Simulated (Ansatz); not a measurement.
Here is an Ansatz 0.2.0 calculation.

input.yaml

```yaml
crystal:
  lattice:
    - [0.0, 3.059, 3.059]
    - [3.059, 0.0, 3.059]
    - [3.059, 3.059, 0.0]
  atoms:
    - { symbol: Sb, position: [0.75, 0.75, 0.75] }
    - { symbol: Ga, position: [0.0, 0.0, 0.0] }
hamiltonian:
  xc: pbe
  pseudopotentials: { kind: paw }
kpoints:
  mp_grid: { grid: [8, 8, 8] }
scf:
  occupations: { method: gaussian, width: 0.016 }
output:
  forces: true
  stress: true
  eigenvalues: true
  write_density: true
  write_potential: true
  elf: true
  volumetric_format: npy
```

Potentials or basis: Ansatz PAW.

The run is started by

```sh
$ ansatz run input.yaml --threads 2 --pin off --max-ram 5632MiB --backend cpu --events-out ev --progress --plain --runs-dir out
```

Q: Predict the band gap on the k mesh.

A: 0.03 eV, direct.

Q: What does it give for the pressure?

A: 2.3 GPa.

Caveat: spin-orbit coupling is left out, which moves the levels of the heavy elements.

**Experimental background.**

A printed reference work, data compilation reports, for a bulk crystal of GaSb at 4.2 K: band gap 0.811 eV (direct).

Against the measured gap of GaSb, 0.811 eV (direct; 4.2 K; a printed reference work, data compilation), the calculated 0.03 eV is off by -0.78 eV. Spin-orbit coupling on Ga, Sb is left out. The value is that of PBE on a finite k mesh, which can miss the band edges, without temperature or zero-point motion. Semilocal functionals fall short of measured gaps as a rule.
